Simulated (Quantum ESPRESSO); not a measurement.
Wanted: the native input for a Quantum ESPRESSO 7.5 run.

* Task: single point
* Functional: PBE
* Potentials or basis: SSSP 1.3 efficiency PBE
* Cutoff: 748 eV
* Density cutoff: 5987 eV
* k mesh: 8 × 8 × 8
* Occupations: fermi-dirac, width 0.05 eV
* Spin: no spin polarisation
* Mixing beta: 0.5
* Most SCF iterations: 120
* SCF threshold: 4e-10 Ry

The system is Ge.

```
Ge
1.0
     0.00000    2.82891    2.82891
     2.82891    0.00000    2.82891
     2.82891    2.82891    0.00000
Ge
2
Direct
  0.76097 0.73326 0.75334
  0.49345 0.48940 0.51015
```

The cell isn't the ideal one: atoms moved at random, drawn with an rms of 0.05 Å.

These files were run (other wordings do the same):

pw.in

```
&CONTROL
  calculation = 'scf'
  prefix = 'pwscf'
  outdir = './tmp'
  pseudo_dir = './pseudo'
  tprnfor = .true.
  tstress = .true.
  disk_io = 'nowf'
/
&SYSTEM
  ibrav = 0
  nat = 2
  ntyp = 1
  ecutwfc = 55
  ecutrho = 440
  nbnd = 21
  occupations = 'smearing'
  smearing = 'fd'
  degauss = 0.00367493
/
&ELECTRONS
  conv_thr = 4d-10
  electron_maxstep = 120
  mixing_beta = 0.5
/
ATOMIC_SPECIES
Ge    72.6300 ge_pbe_v1.4.uspp.F.UPF
CELL_PARAMETERS angstrom
   0.0000000000    2.8289100000    2.8289100000
   2.8289100000    0.0000000000    2.8289100000
   2.8289100000    2.8289100000    0.0000000000
ATOMIC_POSITIONS crystal
Ge     0.7609660000    0.7332560000    0.7533390000
Ge     0.4934450000    0.4893950000    0.5101500000
K_POINTS automatic
8 8 8 0 0 0
```

Potentials or basis: SSSP 1.3 efficiency PBE.

Command:

```console
$ OMP_NUM_THREADS=1 pw.x -in pw.in > pw.out
```

Results of the run:

```
Pressure               : 3.7 GPa
Largest force          : 0.709 eV/Å
Band gap on the k mesh : none (metal or under the smearing width)
```

It took 73 s on 1 thread of Intel(R) Xeon(R) 6975P-C (Granite Rapids) (shared host), peak memory 0.39 GiB.
